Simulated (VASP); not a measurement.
Input of a VASP 6.6.1 run:

INCAR

```
  PREC = Accurate
  ENCUT = 600
  EDIFF = 1E-7
  ISMEAR = 0
  SIGMA = 0.1
  LREAL = F
  LASPH = T
  NELM = 60
  ALGO = Normal
  ISIF = 3
  LWAVE = F
  LCHARG = F
  IBRION = 2
  NSW = 90
  EDIFFG = -0.005
```

The input KPOINTS:

```
Automatic mesh
0
Gamma
  10 10 10
```

File POSCAR:

```
HfSi2
1.0
    1.8233878400     -7.2959444800      0.0000000000
    1.8233878400      7.2959444800      0.0000000000
    0.0000000000      0.0000000000      3.6486058400
Hf Si
2 4
Direct
    0.8942634500      0.1057365500      0.2500000000
    0.1057365500      0.8942634500      0.7500000000
    0.2502079700      0.7497920300      0.2500000000
    0.7497920300      0.2502079700      0.7500000000
    0.4471721000      0.5528279000      0.7500000000
    0.5528279000      0.4471721000      0.2500000000
```

Potentials or basis: VASP PAW LDA potentials, release 64 (Hf_pv, Si).

The run is started by

```bash
$ cat potpaw_LDA.64/Hf_pv/POTCAR potpaw_LDA.64/Si/POTCAR > POTCAR
$ mpirun -np 1 vasp_std > vasp.out
```

Task: Predict the band gap on the k mesh.

Result: None (metal or under the smearing width).

Task: Predict the relaxed cell.

Result: a = 7.363 Å, b = 7.363 Å, c = 3.614 Å, α = 90.00°, β = 90.00°, γ = 151.50°.

Task: Estimate the relaxed volume.

Result: 15.58 Å³/atom.

The path:
```tsv
step	energy change (eV)	largest force (eV/Å)	pressure (GPa)	volume (Å³)
1	0.0000	0.1551	-4.84	97.08
2	0.0091	0.2698	6.14	90.37
3	-0.0523	0.2065	0.06	93.78
4	-0.0523	0.2077	0.16	93.71
5	-0.0581	0.1245	0.14	93.60
6	-0.0616	0.0075	0.13	93.41
7	-0.0620	0.0114	-0.18	93.60
8	-0.0620	0.0079	-0.12	93.56
9	-0.0620	0.0097	0.14	93.41
10	-0.0621	0.0088	0.01	93.48
11	-0.0621	0.0047	0.00	93.49
```

The run has no spin-orbit coupling, so splittings on Hf are missing.
